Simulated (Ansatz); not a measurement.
The calculation used Ansatz, DFT PBE, scalar-relativistic, plane waves, PAW. Settings: cutoff 420 eV, Γ-centred meshes spaced at most about 0.3 Å⁻¹, and about 0.25 Å⁻¹ or finer for metals (2π included), Gaussian smearing. Collinear spin in cells that started with moments and kept them past the coarse steps, no spin elsewhere.

These are static total energies at zero pressure.

Compare these two cells of AlNi₃, each relaxed at this level.

A. (no spin)

```xyz
4
Lattice="0.0000 2.8362 2.8362 2.8362 0.0000 2.8362 2.8362 2.8362 0.0000" Properties=species:S:1:pos:R:3 pbc="T T T"
Al    2.8362    2.8362    2.8362
Ni    1.4181    1.4181    1.4181
Ni    0.0000    0.0000    0.0000
Ni    4.2542    4.2542    4.2542
```

B. (site moments Ni -0.3 (×3) μB)

```xyz
4
Lattice="3.5668 0.0000 0.0000 0.0000 3.5668 0.0000 0.0000 0.0000 3.5668" Properties=species:S:1:pos:R:3 pbc="T T T"
Al    0.0000    0.0000    0.0000
Ni    0.0000    1.7834    1.7834
Ni    1.7834    0.0000    1.7834
Ni    1.7834    1.7834    0.0000
```

**Question.** Which form is favoured at zero pressure, and by what margin per atom?

**Answer.** B is lower, by 58 meV/atom. A has the BiF3 (D0_3) type, space group Fm-3m (No. 225), 11.4 Å³/atom and no gap on its mesh; B has the Cu3Au (L1_2) type, space group Pm-3m (No. 221), 11.3 Å³/atom and no gap. Counting all near atoms (those within 1.25 times the shortest distance at each site; a plus sign parts nearer from farther groups), A has Al 8+6, Ni 8+6 and B has Al 12, Ni 12. Their magnetic states differ too, which can make part of the margin. In A, around Al lie 8 Ni at 2.46 Å and 6 Ni at 2.84 Å; Ni on a site of symmetry -43m is surrounded by 4 Al at 2.46 Å, 4 Ni at 2.46 Å and 6 Ni at 2.84 Å; Ni on a site of symmetry m-3m has 8 Ni at 2.46 Å and 6 Al at 2.84 Å. In B, Al has 12 Ni at 2.52 Å; around Ni lie 4 Al at 2.52 Å and 8 Ni at 2.52 Å. Origin: A is a Materials Project cell, relaxed; B is a Materials Project cell, relaxed.

Another magnetic order may lie lower. Trial moments died out on the coarse mesh in Fm-3m; another magnetic start might hold.

The 58 meV/atom margin favours the L1₂ form, in line with the well-known ordered fcc structure of Ni₃Al. Packing density hardly separates the two, since their volumes per atom are almost equal, and both keep Al surrounded only by Ni in the near shells. The preference therefore probably lies in the electronic structure: a nearly filled Ni d band tends to favour close-packed over bcc-derived arrangements, and L1₂ combines that packing with Ni d–Al sp hybridisation across twelve equal Al–Ni contacts. In D0₃ the Al–Ni contacts are split into shorter and clearly longer sets.

The Ni moments in L1₂ are larger than those known for this very weak itinerant ferromagnet, probably because a semilocal functional leaves out the spin fluctuations that reduce them. Magnetic energies at such small moments are usually slight, which suggests that the ordering of the two forms is mainly structural in origin. The comparison doesn't test stability against decomposition into neighbouring Ni–Al phases.
